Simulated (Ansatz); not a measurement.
## SiO2, one structure, two calculations

Cell: a Materials Project structure (computed, not necessarily an observed phase).

```cif
data_SiO2
_symmetry_space_group_name_H-M 'I4/mmm'
_symmetry_Int_Tables_number 139
_cell_length_a 13.0341
_cell_length_b 13.0341
_cell_length_c 5.2481
_cell_angle_alpha 90.000
_cell_angle_beta 90.000
_cell_angle_gamma 90.000
loop_
_atom_site_label
_atom_site_type_symbol
_atom_site_symmetry_multiplicity
_atom_site_Wyckoff_symbol
_atom_site_fract_x
_atom_site_fract_y
_atom_site_fract_z
Si Si 16 l 0.3813 0.2102 0.0000
O9 O 16 k 0.8571 0.6429 0.2500
O17 O 8 j 0.5000 0.2430 0.0000
O21 O 8 h 0.3133 0.3133 0.0000
```

One atom of each set is listed; the run and its k-mesh use a cell of 24 atoms with edges of 9.58, 9.58, 9.58 Å.

First run. Computed with Ansatz: DFT, PBE, plane waves and PAW, scalar-relativistic, 420 eV cutoff, Γ-centred 5×5×5 k-points, Fermi–Dirac smearing 0.02 eV.

```csv
site,V_zz (10²¹ V/m²),η
Si,0.92,0.37
O9,9.57,0.12
O17,9.54,0.18
O21,9.71,0.07
```

Second run. The same atoms and settings, except that the gradients are read without the response of the frozen cores to their surroundings (frozen_core: stored), which the first run includes.

**Question.** What does the second run give?

**Answer.** 

| site | V_zz | η | change of V_zz |
| --- | --- | --- | --- |
| Si | 0.85 | 0.38 | -0.07 |
| O9 | 9.89 | 0.12 | +0.32 |
| O17 | 9.85 | 0.18 | +0.31 |
| O21 | 10.03 | 0.07 | +0.32 |

The largest change of V_zz is on O21, from 9.71 to 10.03. In per cent, |V_zz| changes by -8 on Si, +3 on O (all sites that start above 0.5).

The largest force is 0.3 eV/Å, so the atoms aren't at the calculated equilibrium and relaxing them would move these values.
